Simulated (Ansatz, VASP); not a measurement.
## NaHF2 in VASP and in Ansatz

```
CELL_PARAMETERS angstrom
1.64202 0.94802 4.63887
-1.64202 0.94802 4.63887
0.00000 -1.89604 4.63887
ATOMIC_POSITIONS crystal
Na 0.00000 0.00000 0.00000
H 0.50000 0.50000 0.50000
F 0.41000 0.41000 0.41000
F 0.59000 0.59000 0.59000
```

Change from the starting cell: strain -0.050 along x and y, +0.000 along z, atoms carried along.

Alike in both runs: task single point; functional PBEsol; k mesh 9 × 9 × 9; occupations gaussian, width 0.05 eV; no spin polarisation.

```csv
,VASP,Ansatz
version,VASP 6.6.1,Ansatz 0.2.0
potentials or method,"VASP PAW PBE potentials, release 64 (Na_pv, H, F)","scalar-relativistic, plane waves, PAW"
plane-wave cutoff (eV),520,420
valence electrons in the cell,22,24
```

```tsv
	VASP	Ansatz	Ansatz less VASP
gap on the k mesh at the Fermi level (eV)	6.82	6.85	+0.030
least direct gap on the mesh (eV)	7.10	7.13	+0.029
pressure (GPa)	-0.2	-0.3	-0.06
largest component of the traceless stress (GPa)	13.97	14.22	+0.252
rms of the force components (eV/Å)	1.079	1.085	+0.0057
```

Atom by atom the forces differ by 0.006 eV/Å (rms over components). The two sets of potentials don't hold the same shells in valence.

Caveats: the PAW data sets were made with another functional, which shifts forces and pressure a little (VASP); an odd mesh through Γ misses points on the zone boundary, where band edges often lie.
